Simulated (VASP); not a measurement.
NaCl in VASP 6.6.1, single-point calculation

INCAR

```
GGA = CA
NELM = 80
PREC = Accurate
SIGMA = 0.02
LREAL = .FALSE.
IBRION = -1
LWAVE = .FALSE.
ISMEAR = -1
EDIFF = 1E-7
NELECT = 13.9
NSW = 0
LCHARG = .FALSE.
LASPH = .TRUE.
NBANDS = 14
ISIF = 2
ENCUT = 520
```

KPOINTS

```
KPOINTS created by Atomic Simulation Environment
0
Gamma
6 6 6
0 0 0
```

POSCAR

```
Na Cl
 1.0000000000000000
    -0.0102000000000000    2.9649999999999999    2.8022999999999998
     2.7761000000000000    0.0036000000000000    2.7884000000000002
     2.7814999999999999    2.9565999999999999   -0.0018000000000000
 Na  Cl
   1   1
Cartesian
  2.8240693600000002  5.8994717000000003  2.8514768499999996
  2.7417148000000000  2.8577076399999997  2.7143541400000002
```

The recommended LDA PAW datasets give the neutral cell 14 valence electrons.

Command

```
mpirun -np 1 vasp_std
```

Predict the outcome of this run.

It converged. Results: pressure -4.4 GPa; largest force 0.22 eV/Å.

OSZICAR

```
N       E                     dE             d eps       ncg     rms          rms(c)
DAV:   1     0.924943943000E+02    0.92494E+02   -0.62023E+03  3136   0.966E+02
DAV:   2     0.485836043816E+00   -0.92009E+02   -0.85370E+02  3446   0.256E+02
DAV:   3    -0.719052642171E+01   -0.76764E+01   -0.76171E+01  4000   0.685E+01
DAV:   4    -0.731342058225E+01   -0.12289E+00   -0.12282E+00  3802   0.934E+00
DAV:   5    -0.731593379586E+01   -0.25132E-02   -0.25130E-02  4110   0.138E+00    0.180E+00
DAV:   6    -0.720921409395E+01    0.10672E+00   -0.17025E-01  3966   0.281E+00    0.130E+00
DAV:   7    -0.719164514107E+01    0.17569E-01   -0.50768E-02  4388   0.132E+00    0.791E-01
DAV:   8    -0.719082173142E+01    0.82341E-03   -0.57035E-03  3808   0.591E-01    0.228E-01
DAV:   9    -0.719054471482E+01    0.27702E-03   -0.56635E-04  3976   0.158E-01    0.961E-02
DAV:  10    -0.719054563474E+01   -0.91992E-06   -0.11234E-04  3954   0.731E-02    0.120E-02
DAV:  11    -0.719054533203E+01    0.30271E-06   -0.40417E-06  3994   0.181E-02    0.189E-03
DAV:  12    -0.719054534598E+01   -0.13952E-07   -0.18618E-07  3880   0.369E-03
   1 F= -.71905453E+01 E0= -.71891215E+01  d E =-.284760E-02
```

The cell is charged and sits in a uniform background.

For comparison, a separate LDA run of the intended cell, on usual settings and not on those above, gives a gap of 4.59 eV on its mesh and a pressure of -2.4 GPa.
